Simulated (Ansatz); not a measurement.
Input of an Ansatz 0.2.0 run:

Contents of input.yaml:

```yaml
crystal:
  lattice:
    - [0.0, 4.1175163063, 4.2628978354]
    - [2.3895119538, 0.0, 4.2628978354]
    - [2.3895119538, 4.1175163063, 0.0]
  atoms:
    - { symbol: Ti, position: [0.75, 0.75, 0.75] }
    - { symbol: Ti, position: [0.5, 0.5, 0.5] }
    - { symbol: Si, position: [0.41256561, 0.08743439, 0.41256561] }
    - { symbol: Si, position: [0.08743439, 0.41256561, 0.08743439] }
    - { symbol: Si, position: [0.16256561, 0.83743439, 0.16256561] }
    - { symbol: Si, position: [0.83743439, 0.16256561, 0.83743439] }
hamiltonian:
  xc: revpbe
  pseudopotentials: { kind: paw }
  dispersion: d4
kpoints:
  mp_grid: { grid: [7, 7, 7] }
scf:
  occupations: { method: fermi_dirac, width: 0.05 }
output:
  forces: true
  stress: true
  eigenvalues: true
relax:
  f_tol: 0.01
  max_steps: 40
  cell: { stress_tol: 0.05 }
```

Potentials or basis: Ansatz PAW.

The run is started by

```sh
$ ansatz run input.yaml --threads 2 --pin off --max-ram 5632MiB --backend cpu --events-out ev --progress --plain --runs-dir out
```

Task: Predict the space group after relaxing (to 0.05 Å).

Result: Fddd (No. 70).

Task: What does it give for the band gap on the k mesh?

Result: None (metal or under the smearing width).

Task: What does it give for the relaxed volume?

Result: 13.59 Å³/atom.

Task: Estimate the relaxed cell.

Result: a = 5.872 Å, b = 4.861 Å, c = 4.697 Å, α = 75.80°, β = 53.36°, γ = 50.84°.

Step by step:
| step | energy change (eV) | largest force (eV/Å) | volume (Å³) |
| --- | --- | --- | --- |
| 1 | 0.0000 | 0.0391 | 83.88 |
| 2 | -0.0302 | 0.0090 | 81.16 |
| 3 | -0.0340 | 0.0062 | 81.56 |
| 4 | -0.0341 | 0.0053 | 81.55 |
| 5 | -0.0341 | 0.0037 | 81.53 |
| 6 | -0.0337 | 0.0036 | 81.53 |

Caveat: the plane-wave basis is chosen anew once the cell has moved, so the energies of steps on either side of that aren't comparable; pairwise dispersion overbinds metals, which lowers pressure and volume; the PAW data sets come from PBE, with cores solved anew for the run's functional, which leaves a small shift of forces and pressure.
